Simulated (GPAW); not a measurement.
Runs of GPAW 26.7.0 on FeO (Wuestite). Symmetry: Fm-3m, No. 225, cubic system. The conventional cell has a = 4.311 Å, b = 4.311 Å, c = 4.311 Å, α = 90.00°, β = 90.00°, γ = 90.00°. Fe (site symmetry m-3m) has 6 O at 2.16 Å as nearest neighbours. Around O (site symmetry m-3m) lie 6 Fe at 2.16 Å. 

```tsv
task	level	potentials or basis	cell	band path	band points	optimizer	fmax	max steps	gap on the mesh (eV)	pressure (GPa)	moment (μB)	relaxed volume (Å³/atom)
band structure	LDA	the program's PAW data sets (release 1.2.1) made for this functional, pw	as given	GXWKGLUWLK,UX	100	-	-	-	-	-15.3	4.00	-
relaxation of cell and atoms	PBEsol+D3(BJ)	PAW data sets generated in the run's folder for this functional, pw	relaxed	-	-	BFGS	0.01 eV/Å	100	none	0.0	4.00	(a)
relaxation of cell and atoms	PBEsol+D4	PAW data sets generated in the run's folder for this functional, pw	relaxed	-	-	FIRE	0.02 eV/Å	40	none	0.1	4.00	9.83
band structure	PBEsol	PAW data sets generated in the run's folder for this functional, pw	as given	GXWKGLUWLK,UX	60	-	-	-	-	-7.0	4.00	-
relaxation of cell and atoms	LDA	the program's PAW data sets (release 1.2.1) made for this functional, pw	relaxed	-	-	LBFGS	0.02 eV/Å	60	none	0.0	3.86	(b)
relaxation of cell and atoms	RPBE+D3(BJ)	the program's PAW data sets (release 1.2.1) made for this functional, pw	relaxed to -2 GPa	-	-	LBFGS	0.05 eV/Å	40	none	-1.7	4.00	-
```

Alike in all rows: spin collinear, ferromagnetic start; k mesh 11 × 11 × 11; cutoff (eV) 800; smearing fermi-dirac 0.05 eV.

**Question.** Estimate the missing entries.

**Answer.** (a) 9.53; (b) 9.18.

Caveats: a cell with one magnetic atom can't hold antiferromagnetic order, which such compounds often take; semilocal functionals often make such compounds metallic where correlation or magnetic order opens a gap, which also shifts bond lengths; each step starts from the last one's moments, so a moment once lost doesn't come back (some runs); later steps reuse the first step's grids (some runs); pairwise dispersion overbinds metals, which lowers pressure and volume (some runs); so large a pressure means that the cell lies far from this level's equilibrium, or that cutoff or potentials fall short (some runs).

A gap of «none» marks a metal or a gap under the smearing width.

Runs at the PBE level aren't shown here.
